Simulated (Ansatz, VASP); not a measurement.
Two plane-wave programs on InP

```
CELL_PARAMETERS angstrom
4.21421 0.00000 0.00000
0.00000 5.95979 0.00000
0.00000 0.00000 4.21421
ATOMIC_POSITIONS crystal
In 0.00000 0.00000 0.00000
In 0.50000 0.50000 0.50000
P 0.00000 0.25000 0.50000
P 0.50000 0.75000 0.00000
```

The cell was built by a generator and isn't the measured one.

Alike in both runs: task relaxation of the atoms; functional PBE; k mesh 8 × 6 × 8; occupations gaussian, width 0.02 eV; no spin polarisation.

```csv
,VASP,Ansatz
version,VASP 6.6.1,Ansatz 0.2.0
potentials or method,"VASP PAW PBE potentials, release 64 (In_d, P)","scalar-relativistic, plane waves, PAW"
plane-wave cutoff (eV),520,420
valence electrons in the cell,36,36
```

```csv
,VASP,Ansatz,Ansatz less VASP
"gap on the k mesh at the Fermi level, each at its own relaxed structure (eV)",0.44,0.44,+0.004
```

Ansatz warned: «stress_scf_threshold_loose».

Caveats: the relaxation stopped at its first step, so nothing moved; spin-orbit coupling is left out, which moves the levels of the heavy elements.
